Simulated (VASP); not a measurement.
## V: single point with HSE06

V:

```
V
1.0
    -1.47968    1.47968    1.47968
     1.47968   -1.47968    1.47968
     1.47968    1.47968   -1.47968
V
1
Cartesian
  0.0000 2.9594 0.0000
```

```yaml
Program: VASP 6.6.1
Task: single point
Functional: HSE06
Potentials_or_basis: VASP PAW PBE potentials, release 64 (V_sv)
Cutoff: 520 eV
k_mesh: 10 × 10 × 10
Occupations: gaussian, width 0.1 eV
Spin: no spin polarisation
```

```json
{
 "Pressure": "2.7 GPa",
 "Band gap on the k mesh": "none (metal or under the smearing width)"
}
```

Levels at points of the mesh, in eV from the Fermi level:
| k point | band 4 | band 5 | band 6 | band 7 | band 8 | band 9 |
| --- | --- | --- | --- | --- | --- | --- |
| (0.00, 0.00, 0.00) | -40.38 | -7.88 | 0.80 | 0.80 | 0.80 | 3.49 |
| (0.50, 0.00, 0.00) | -40.38 | -4.04 | -1.60 | 1.66 | 3.41 | 3.81 |
| (0.50, 0.50, 0.50) | -41.11 | -3.78 | -3.78 | 4.74 | 4.74 | 4.74 |

Wall time 40 min on 1 thread of Intel(R) Xeon(R) Platinum 8488C (Sapphire Rapids) (shared host), peak memory 0.24 GiB.

Caveat: the PAW data sets were made with another functional, which shifts forces and pressure a little.
